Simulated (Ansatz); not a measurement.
# C8O15F: the cost of one run

Method: DFT, PBE, plane-wave PAW, default files, scalar-relativistic, as far as a step names no other, in Ansatz 0.2.0.

## 1. The system as given

The structure is monoclinic, space group Cm (No. 8). Conventional cell: a = 9.550 Å, b = 10.544 Å, c = 8.136 Å, α = 90.00°, β = 125.94°, γ = 90.00°. Around C (site symmetry 1) lie 2 O at 1.17 Å. C (site symmetry m) is surrounded by 1 O at 1.17 Å and 1 F at 1.17 Å. Around C (site symmetry m) lie 2 O at 1.17 Å. F (site symmetry m) has 1 C at 1.17 Å as nearest neighbours. O (site symmetry m) has 1 C at 1.17 Å as nearest neighbours. Only part of the 18 independent sites is listed.

As a file:

```cif
data_structure
_symmetry_space_group_name_H-M 'Cm'
_symmetry_Int_Tables_number 8
_cell_length_a 9.5495
_cell_length_b 10.5436
_cell_length_c 8.1357
_cell_angle_alpha 90.000
_cell_angle_beta 125.937
_cell_angle_gamma 90.000
_cell_volume 663.24
loop_
_atom_site_label
_atom_site_type_symbol
_atom_site_symmetry_multiplicity
_atom_site_Wyckoff_symbol
_atom_site_fract_x
_atom_site_fract_y
_atom_site_fract_z
_atom_site_occupancy
C1 C 4 b 0.25000 0.75000 0.00000 1
C2 C 2 a 0.00000 0.50000 0.00000 1
C3 C 2 a 0.00000 0.00000 0.00000 1
C4 C 2 a 0.00000 0.00000 0.50000 1
C5 C 2 a 0.00000 0.50000 0.50000 1
C6 C 4 b 0.75000 0.75000 0.50000 1
F1 F 2 a 0.65082 0.00000 0.10816 1
O1 O 2 a 0.65082 0.50000 0.10816 1
O2 O 4 b 0.40082 0.75000 0.10816 1
O3 O 2 a 0.84918 0.50000 0.89184 1
O4 O 2 a 0.84918 0.00000 0.89184 1
O5 O 4 b 0.09918 0.75000 0.89184 1
O6 O 2 a 0.95733 0.00000 0.60816 1
O7 O 2 a 0.95733 0.50000 0.60816 1
O8 O 4 b 0.70733 0.75000 0.60816 1
O9 O 2 a 0.54267 0.50000 0.39184 1
O10 O 2 a 0.54267 0.00000 0.39184 1
O11 O 4 b 0.79267 0.75000 0.39184 1
```

Atom 9 of the input is the impurity.

## 2. Single point at the given positions

File input.yaml:

```yaml
crystal:
  lattice:
    - [0.0, 4.77475624, 6.58717491]
    - [0.0, -4.77475624, 6.58717491]
    - [5.27182246, 0.0, -6.58717491]
  atoms:
    - { symbol: C, position: [0.0, 0.0, 0.0] }
    - { symbol: C, position: [0.5, 0.5, 0.0] }
    - { symbol: C, position: [0.5, 0.0, 0.5] }
    - { symbol: C, position: [0.0, 0.5, 0.5] }
    - { symbol: C, position: [0.5, 0.5, 0.5] }
    - { symbol: C, position: [0.0, 0.0, 0.5] }
    - { symbol: C, position: [0.0, 0.5, 0.0] }
    - { symbol: C, position: [0.5, 0.0, 0.0] }
    - { symbol: F, position: [0.54266741, 0.84917598, 0.5] }
    - { symbol: O, position: [0.04266741, 0.34917598, 0.5] }
    - { symbol: O, position: [0.04266741, 0.84917598, 0.0] }
    - { symbol: O, position: [0.54266741, 0.34917598, 0.0] }
    - { symbol: O, position: [0.45733259, 0.15082402, 0.5] }
    - { symbol: O, position: [0.95733259, 0.65082402, 0.5] }
    - { symbol: O, position: [0.95733259, 0.15082402, 0.0] }
    - { symbol: O, position: [0.45733259, 0.65082402, 0.0] }
    - { symbol: O, position: [0.34917598, 0.54266741, 0.5] }
    - { symbol: O, position: [0.84917598, 0.04266741, 0.5] }
    - { symbol: O, position: [0.84917598, 0.54266741, 0.0] }
    - { symbol: O, position: [0.34917598, 0.04266741, 0.0] }
    - { symbol: O, position: [0.65082402, 0.45733259, 0.5] }
    - { symbol: O, position: [0.15082402, 0.95733259, 0.5] }
    - { symbol: O, position: [0.15082402, 0.45733259, 0.0] }
    - { symbol: O, position: [0.65082402, 0.95733259, 0.0] }
total_charge: 1
kpoints:
  mp_grid: { grid: [4, 4, 4] }
scf:
  occupations: { method: fermi_dirac, width: 0.01 }
hamiltonian:
  xc: pbe
  pseudopotentials: { kind: paw }
output:
  forces: true
  stress: true
  populations: true
  efg: { quadrupole_moments_barn: { O: -0.02558 }, contact_densities: true }
```

Command:

```sh
$ ansatz run input.yaml --threads 1 --pin off --max-ram 3072MiB --backend cpu --events-out ev --progress --plain --runs-dir out
```

Q: Estimate wall time and peak memory on 1 thread of Arm Neoverse V2, shared host.

About 79 s, with a peak of 0.84 GiB.
